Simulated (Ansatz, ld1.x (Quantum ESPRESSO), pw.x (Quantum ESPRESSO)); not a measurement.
## From atom to crystal: PAW potential for technetium (Tc)

ld1.x (Quantum ESPRESSO) 7.5 input, shortened:

```
&input
   title='Tc', zed=43., rel=1, dft='PBE', iswitch=3,
   config='[Kr] 4d5 5s1 5p0'
 /
 &inputp
   pseudotype=3, lpaw=.true., tm=.true., lloc=-2, rcloc=2.34,
   nlcc=.true., new_core_ps=.true., rcore=1.80,
   which_augfun='PSQ', rmatch_augfun_nc=.true.
 /
6
4S  1  0   2.00   0.00  2.06  2.22  0.0
5S  2  0   1.00   0.00  2.06  2.22  0.0
4P  2  1   6.00   0.00  1.84  2.28  0.0
5P  3  1   0.00   0.00  1.84  2.28  0.0
4D  3  2   5.00   0.00  2.50  2.88  0.0
4D  3  2   0.00   0.65  2.50  2.88  0.0
 &test
   configts(1)='4s2 4p6 4d5 5s1 5p0'
 /
```

Atomic tests: cutoffs needed: 21 Ry and 30 Ry (the cutoffs (Ry, on a coarse ladder) from which the occupation-weighted sum of valence levels, in a spherical-Bessel basis at the reference potential, stays within 10 and 1 mRy of its value at 400 Ry); ghost test: no extra level below or beside the all-electron valence levels (s, p, d, f tested) (spherical-Bessel basis up to 400 Ry, 20 bohr box); configuration tests: test run stopped at test 1 of 7 (negative rho).

Crystal test: fcc Tc in pw.x 7.5, no spin, 15³ k-points, Fermi–Dirac smearing 0.01 Ry, cutoffs 40/320 Ry. The reference is all-electron LAPW (Ansatz 0.2.0) with the same functional, mesh and smearing; V0 and B0 come from Birch–Murnaghan fits to the pressures at five volumes. Errors are pseudo minus all-electron; Δ is the rms difference of the E(V) curves that follow from these fits, minima aligned, over ±6 % about the mean V0. Mesh and smearing are coarse, so the numbers serve the comparison and aren't converged zero-temperature values; the lattice is a test structure that the element need not adopt.

```
V (Å³/atom)  P all-electron (GPa)  P pseudo (GPa)
     13.816                 16.43           28.83
     14.179                  7.40           18.39
     14.543                 -0.46            9.34
     14.907                 -7.31            1.46
     15.270                -13.27           -5.37
```

All-electron: a0 = 3.873 Å (V0 = 14.52 Å³/atom), B0 = 295.3 GPa.

Pseudopotential: mean pressure error (GPa): +9.97; a0 (Å): 3.913; a0 error (%): +1.05; B0 error (%): -0.6; Δ (meV/atom): 29.9. The largest radius (2.88 bohr) exceeds half the bond length (2.59 bohr), so the spheres overlap, which is one possible source of error among others. This is a poor potential for the solid. Atomic configuration tests: test run stopped at test 1 of 7 (negative rho).

Q: At the middle volume, how do free energy and pressure move when the wave cutoff is lowered (ecutrho held at 320 Ry)?

A:

```json
{"cutoff (Ry)": "18", "shift of F (meV/atom)": "+1714.4", "shift of P (GPa)": "-15.27"}
{"cutoff (Ry)": "24", "shift of F (meV/atom)": "+201.3", "shift of P (GPa)": "-12.64"}
{"cutoff (Ry)": "32", "shift of F (meV/atom)": "+24.1", "shift of P (GPa)": "+0.68"}
```

Input at the middle volume:

```
&control
  calculation='scf', prefix='x', pseudo_dir='./', outdir='./tmp', tstress=.true., disk_io='none'
/
&system
  ibrav=0, nat=1, ntyp=1, ecutwfc=40, ecutrho=320, nbnd=15,
  occupations='smearing', smearing='fd', degauss=0.01
/
&electrons
  conv_thr=1e-09, mixing_beta=0.4, electron_maxstep=70
/
ATOMIC_SPECIES
Tc 1.0 Tc.UPF
CELL_PARAMETERS angstrom
  0.00000000 1.93734962 1.93734962
  1.93734962 0.00000000 1.93734962
  1.93734962 1.93734962 0.00000000
ATOMIC_POSITIONS crystal
Tc 0.0000 0.0000 0.0000
K_POINTS automatic
15 15 15 0 0 0
```

```bash
pw.x < Tc.scf.in > Tc.scf.out
```

Lines of the output:

```
Message from routine setup:
     using ibrav=0 with symmetry is DISCOURAGED, use correct ibrav instead
     lattice parameter (alat)  =       5.1775  a.u.
     unit-cell volume          =      98.1410 (a.u.)^3
     number of electrons       =        15.00
     number of Kohn-Sham states=           15
     kinetic-energy cutoff     =      40.0000  Ry
     charge density cutoff     =     320.0000  Ry
     scf convergence threshold =      1.0E-09
     Exchange-correlation= SLA  PW   PBX  PBC
     number of k points=   120  Fermi-Dirac smearing, width (Ry)=  0.0100
     iteration #  1     ecut=    40.00 Ry     beta= 0.40
     total energy              =    -396.08978750 Ry
     estimated scf accuracy    <       2.81886761 Ry
     iteration #  2     ecut=    40.00 Ry     beta= 0.40
     total energy              =    -396.23960568 Ry
     estimated scf accuracy    <       0.12542759 Ry
     iteration #  3     ecut=    40.00 Ry     beta= 0.40
     total energy              =    -396.27244008 Ry
     estimated scf accuracy    <       0.00979132 Ry
     iteration #  4     ecut=    40.00 Ry     beta= 0.40
     total energy              =    -396.27850289 Ry
     estimated scf accuracy    <       0.00364344 Ry
     iteration #  5     ecut=    40.00 Ry     beta= 0.40
     total energy              =    -396.27952161 Ry
     estimated scf accuracy    <       0.00765448 Ry
     iteration #  6     ecut=    40.00 Ry     beta= 0.40
     total energy              =    -396.28072759 Ry
     estimated scf accuracy    <       0.00012182 Ry
     iteration #  7     ecut=    40.00 Ry     beta= 0.40
     total energy              =    -396.28087956 Ry
     estimated scf accuracy    <       0.00000819 Ry
     iteration #  8     ecut=    40.00 Ry     beta= 0.40
     total energy              =    -396.28090042 Ry
     estimated scf accuracy    <       0.00000052 Ry
     iteration #  9     ecut=    40.00 Ry     beta= 0.40
     total energy              =    -396.28090101 Ry
     estimated scf accuracy    <       0.00000005 Ry
     iteration # 10     ecut=    40.00 Ry     beta= 0.40
     total energy              =    -396.28090128 Ry
     estimated scf accuracy    <          8.6E-09 Ry
     iteration # 11     ecut=    40.00 Ry     beta= 0.40
     the Fermi energy is    21.8074 ev
!    total energy              =    -396.28090128 Ry
     estimated scf accuracy    <          6.1E-10 Ry
     smearing contrib. (-TS)   =      -0.00471438 Ry
     The total energy is F=E-TS. E is the sum of the following terms:
     one-electron contribution =     -20.83435614 Ry
     hartree contribution      =      25.92043772 Ry
     xc contribution           =     -18.14351773 Ry
     ewald contribution        =    -140.88732680 Ry
     one-center paw contrib.   =    -242.33142396 Ry
     convergence has been achieved in  11 iterations
          total   stress  (Ry/bohr**3)                   (kbar)     P=       93.36
     Message from routine punch:
     Nothing written, as per user request (disk_io='none')
```

The run at the middle volume (120 k-points, 11 iterations) took about 37 s on one core of a shared host (Neoverse-N1, 64 threads, 124 GiB, load 59).
